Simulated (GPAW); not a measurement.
TaS2:

```xyz
3
Lattice="3.3500 0.0000 0.0000 -1.6750 2.9012 0.0000 0.0000 0.0000 5.8600" Properties=species:S:1:pos:R:3 pbc="T T T"
Ta    0.0000    0.0000    0.0000
S     1.6750    0.9671    4.3950
S     0.0000    1.9341    1.4650
```

```yaml
Program: GPAW 26.7.0
Task: relaxation of cell and atoms
Functional: RPBE
Dispersion: D3
Potentials_or_basis: the program's PAW data sets (release 1.2.1) made for this functional
Cutoff: 600 eV
Basis: pw
k_mesh: 7 × 7 × 4
Occupations: fermi-dirac, width 0.05 eV
Spin: no spin polarisation
```

At the start: pressure 8.9 GPa; volume 18.98 Å³/atom.

Question: Where does the relaxation end?

Answer: Over 14 steps the energy falls by 40.4 meV/atom and the volume is 19.43 Å³/atom (+2.3 %); space group P-3m1 (No. 164, to 0.05 Å).

The path:
```
step  energy change (eV)  largest force (eV/Å)  pressure (GPa)  volume (Å³)
   1              0.0000                1.4179            8.86        56.95
   2             -0.0823                0.7896            4.62        57.81
   3             -0.1201                0.0748           -0.01        58.84
   4             -0.1204                0.0319           -0.25        58.87
   5             -0.1206                0.0149           -0.31        58.85
   6             -0.1210                0.0139           -0.32        58.72
   7             -0.1212                0.0154           -0.19        58.58
   8             -0.1213                0.0024           -0.04        58.48
   9             -0.1213                0.0062            0.02        58.45
  10             -0.1213                0.0154            0.08        58.42
  11             -0.1213                0.0233            0.13        58.37
  12             -0.1213                0.0223            0.13        58.31
  13             -0.1213                0.0107            0.06        58.28
  14             -0.1213                0.0022            0.01        58.29
```

Final structure:
```
CELL_PARAMETERS angstrom
3.37592 0.00000 0.00000
-1.68796 2.92363 0.00000
0.00000 0.00000 5.90558
ATOMIC_POSITIONS crystal
Ta 0.00000 0.00000 0.00000
S 0.66667 0.33333 0.73977
S 0.33333 0.66667 0.26023
```

Caveat: later steps reuse the first step's grids.
